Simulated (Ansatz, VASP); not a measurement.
**Pt: VASP beside Ansatz**

```
Pt
1.0
     0.00000    2.88741    2.88741
     2.88741    0.00000    2.88741
     2.88741    2.88741    0.00000
Pt
2
Direct
  0.00000 0.00000 0.00000
  0.25000 0.25000 0.25000
```

Alike in both runs: functional PBE; k mesh 16 × 16 × 16; occupations gaussian, width 0.1 eV; no spin polarisation.

Ansatz relaxed the structure, and its values are those at the end. VASP's run is a single point on that final structure, the one shown.

|  | VASP | Ansatz |
| --- | --- | --- |
| version | VASP 6.6.1 | Ansatz 0.2.0 |
| potentials or method | VASP PAW PBE potentials, release 64 (Pt) | scalar-relativistic, plane waves, PAW |
| plane-wave cutoff (eV) | 520 | 420 |
| valence electrons in the cell | 20 | 36 |

VASP gave:

* gap on the k mesh at the Fermi level (eV): none
* pressure (GPa): -0.4

Question: Which values does Ansatz return?

Answer: gap on the k mesh at the Fermi level (eV): none; pressure (GPa): 0.0.

A gap of «none» marks a metal or a gap that the smearing closes. The two sets of potentials don't hold the same shells in valence.

Spin-orbit coupling is left out, which matters for the levels of Pt.
